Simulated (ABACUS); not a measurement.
A run of ABACUS 3.10.1:

Contents of INPUT:

```
INPUT_PARAMETERS
suffix              BN
calculation         nscf
basis_type          pw
pseudo_dir          ./
symmetry            -1
dft_functional      MGGA_X_R2SCAN+MGGA_C_R2SCAN
ecutwfc             97.0
pseudo_rcut         10
nspin               1
nbands              18
ks_solver           dav
smearing_method     fd
smearing_sigma      0.00367493
scf_thr             1e-08
scf_nmax            100
mixing_type         broyden
mixing_beta         0.7
mixing_tau          1
init_chg            file
pw_diag_thr         1e-07
out_band            1
kpar                4
```

Contents of STRU:

```
ATOMIC_SPECIES
N 14.0070 N_ONCV_PBE-1.2.upf
B 10.8100 B_ONCV_PBE-1.2.upf

LATTICE_CONSTANT
1.8897261246

LATTICE_VECTORS
2.4982400000 0.0000000000 0.0000000000
-1.2491200000 2.1635393048 0.0000000000
0.0000000000 0.0000000000 6.6357000000

ATOMIC_POSITIONS
Direct

N
0.0
2
0.6666666667 0.3333333333 0.2500000000 1 1 1
0.3333333333 0.6666666667 0.7500000000 1 1 1

B
0.0
2
0.6666666667 0.3333333333 0.7500000000 1 1 1
0.3333333333 0.6666666667 0.2500000000 1 1 1
```

Contents of KPT:

```
K_POINTS
12
Line
0.00000000 0.00000000 0.00000000 10 // G
0.50000000 0.00000000 0.00000000 10 // M
0.33333333 0.33333333 0.00000000 10 // K
0.00000000 0.00000000 0.00000000 10 // G
0.00000000 0.00000000 0.50000000 10 // A
0.50000000 0.00000000 0.50000000 10 // L
0.33333333 0.33333333 0.50000000 10 // H
0.00000000 0.00000000 0.50000000 1 // A
0.50000000 0.00000000 0.50000000 10 // L
0.50000000 0.00000000 0.00000000 1 // M
0.33333333 0.33333333 0.00000000 10 // K
0.33333333 0.33333333 0.50000000 1 // H
```

Potentials or basis: SG15 ONCV 1.2 PBE, plane waves.

Command:

```sh
$ OMP_NUM_THREADS=1 mpirun -np 4 abacus > log
```

Hardware: 4 MPI ranks on Intel(R) Xeon(R) 6975P-C (Granite Rapids), with other jobs on the host.

Problem. How long does it take, and how much memory?

Solution. It took 29 s on 4 MPI ranks on Intel(R) Xeon(R) 6975P-C (Granite Rapids) (shared host), peak memory 0.4 GiB a rank. Counts: scf iterations 1, k points 93, bands 18, ranks 4.
